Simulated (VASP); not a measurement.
Write the native input for VASP 6.6.1 that does the following.

```
Task                   : relaxation of cell and atoms
Functional             : LDA
Potentials or basis    : VASP PAW LDA potentials, release 64 (Zn, S)
Cutoff                 : 600 eV
k mesh                 : 9 × 9 × 5
Occupations            : gaussian, width 0.03 eV
Spin                   : no spin polarisation
Further INCAR settings : ALGO = Normal; EDIFF = 1e-06; IBRION = 2; EDIFFG = -0.01; NSW = 90; ISIF = 3
```

The structure of ZnS (Wurtzite-2H) lies in POSCAR:

```
ZnS
1.0
    3.8110000000      0.0000000000      0.0000000000
   -1.9055000000      3.3004228138      0.0000000000
    0.0000000000      0.0000000000      6.2340000000
Zn S
2 2
Direct
    0.3333333333      0.6666666667      0.0000000000
    0.6666666667      0.3333333333      0.5000000000
    0.3333333333      0.6666666667      0.3850000000
    0.6666666667      0.3333333333      0.8850000000
```

One way to write it, as run:

INCAR

```
SYSTEM = ZnS
PREC = Accurate
ENCUT = 600
EDIFF = 1E-6
ISMEAR = 0
SIGMA = 0.03
LREAL = .False.
LASPH = .True.
NELM = 80
ALGO = Normal
ISIF = 3
LWAVE = .False.
LCHARG = .False.
IBRION = 2
NSW = 90
EDIFFG = -0.01
```

KPOINTS

```
regular mesh
0
Gamma
  9 9 5
  0 0 0
```

Potentials or basis: VASP PAW LDA potentials, release 64 (Zn, S).

Command:

```bash
$ cat potpaw_LDA.64/Zn/POTCAR potpaw_LDA.64/S/POTCAR > POTCAR
$ mpirun -np 1 vasp_std > vasp.out
```

Results of the run:

```json
{
  "Relaxed volume": "18.65 Å³/atom",
  "Relaxed cell": "a = 3.742 Å, b = 3.742 Å, c = 6.151 Å, α = 90.00°, β = 90.00°, γ = 120.00°",
  "Space group after relaxing (to 0.05 Å)": "P6_3mc (No. 186)",
  "Energy gained by relaxing": "17.1 meV/atom",
  "Ionic steps": "10",
  "Pressure after relaxing": "0.0 GPa",
  "Largest force after relaxing": "0.008 eV/Å",
  "Band gap on the k mesh": "2.21 eV, direct"
}
```

Run time: 5.1 min on 1 thread of Intel(R) Xeon(R) Platinum 8488C (Sapphire Rapids), on a shared host, peak memory 0.21 GiB.
